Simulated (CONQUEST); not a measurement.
Crystal: GeS.

```xyz
8
Lattice="3.6460 0.0000 0.0000 0.0000 4.2990 0.0000 0.0000 0.0000 10.4810" Properties=species:S:1:pos:R:3 pbc="T T T"
Ge    2.7345    3.7500    9.2013
Ge    0.9115    1.6005    6.5202
Ge    2.7345    2.6985    3.9608
Ge    0.9115    0.5490    1.2797
S     2.7345    2.1396    1.5774
S     0.9115    4.2891    3.6631
S     2.7345    0.0099    6.8179
S     0.9115    2.1594    8.9036
```

Program: CONQUEST 1.3. Alike in all runs: task single point; level PBE; no spin polarisation; cell as given; k mesh 7 × 6 × 3; smearing fermi-dirac 0.05 eV.

Order these runs on this cell by their pressure, lowest first.
A. potentials or basis PseudoDojo NC PBE, DZ, grid cutoff 120 Ha
B. potentials or basis PseudoDojo NC PBE, SZ, grid cutoff 120 Ha
C. potentials or basis PseudoDojo NC PBE, SZP, grid cutoff 120 Ha
D. potentials or basis PseudoDojo NC PBE, DZP, grid cutoff 120 Ha

D (3.8 GPa), C (6.6 GPa), A (9.1 GPa), B (15.5 GPa).

Caveats: the basis of atomic orbitals isn't converged, which shifts pressures, moduli and gaps; the atomic basis is small (some runs); so large a pressure means that the cell lies far from this level's equilibrium, or that cutoff or potentials fall short (some runs).
